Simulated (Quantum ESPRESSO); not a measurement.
## WS2 under changes of volume

One of the cells (49.592 Å³/atom); the others are scaled copies at fixed shape and fractional positions:

```
W S
1.0
     3.18352    0.00000    0.00000
    -1.59176    2.75701    0.00000
     0.00000    0.00000   16.95058
W S
1 2
Direct
  0.00000 0.00000 0.00000
  0.33333 0.66667 0.09200
  0.33333 0.66667 0.90800
```

```yaml
Program: Quantum ESPRESSO 7.5
Functional: PBE
Potentials_or_basis: PseudoDojo 0.4.1 SR PBE standard
Cutoff: 1007 eV
Density_cutoff: 4027 eV
k_mesh: 10 × 10 × 2
Occupations: fermi-dirac, width 0.05 eV
Spin: no spin polarisation
```

```tsv
volume (Å³/atom)	energy over the lowest point (meV/atom)	gap on the mesh (eV)	largest force (eV/Å)
46.616	47.78	2.18	1.489
47.608	23.17	2.11	1.048
48.600	?	?	?
49.592	0.14	1.99	0.263
50.583	0.00	1.93	0.085
51.575	6.42	1.88	0.408
52.567	18.75	1.83	0.707
```

What does the run at 48.600 Å³/atom give?

Energy over the lowest point 7.59 meV/atom; gap on the mesh 2.05 eV; largest force 0.640 eV/Å.

Worked out: A Birch-Murnaghan fit of order 3 (a polynomial in V^(-2/3)) to the other rows has its minimum at 50.10 Å³/atom with B0 = V·E''(V) = 56 GPa and B' = 4.3 at fixed shape and positions, which overstates the stiffness. It gives 7.59 meV/atom at 48.600 Å³/atom, against the run's 7.59. A straight line through the other rows of the gap, of slope -2.91 eV per unit of ln V, gives 2.05 eV, against the run's 2.05.

Energies are extrapolated to zero smearing.

Caveats: spin-orbit coupling is left out, which moves the levels of the heavy elements.

A mesh can miss the band edges.
